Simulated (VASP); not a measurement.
The system is TiAl.

```xyz
2
Lattice="3.1791 0.0000 0.0000 0.0000 3.1791 0.0000 0.0000 0.0000 3.1791" Properties=species:S:1:pos:R:3 pbc="T T T"
Ti    0.0000    0.0000    0.0000
Al    1.5895    1.5895    1.5895
```

The cell comes from a database or a generator and needn't be the stable form of this composition.

* Program: VASP 6.6.1
* Task: relaxation of cell and atoms
* Functional: LDA
* Potentials or basis: VASP PAW LDA potentials, release 64 (Ti_sv, Al)
* Cutoff: 600 eV
* k mesh: 14 × 14 × 14
* Occupations: gaussian, width 0.1 eV
* Spin: no spin polarisation

At the start: pressure -5.7 GPa; volume 16.06 Å³/atom.

How do energy, volume and symmetry change on relaxing?

Over 3 steps the energy falls by 15.0 meV/atom and the volume is 15.27 Å³/atom (-5.0 %); space group Pm-3m (No. 221, to 0.05 Å).

The path:
| step | energy change (eV) | largest force (eV/Å) | pressure (GPa) | volume (Å³) |
| --- | --- | --- | --- | --- |
| 1 | 0.0000 | 0.0000 | -5.75 | 32.13 |
| 2 | -0.0161 | 0.0000 | 4.49 | 29.52 |
| 3 | -0.0299 | 0.0000 | -0.01 | 30.54 |

Final structure:
```
CELL_PARAMETERS angstrom
3.12565 0.00000 0.00000
0.00000 3.12565 0.00000
0.00000 0.00000 3.12565
ATOMIC_POSITIONS crystal
Ti 0.00000 0.00000 0.00000
Al 0.50000 0.50000 0.50000
```
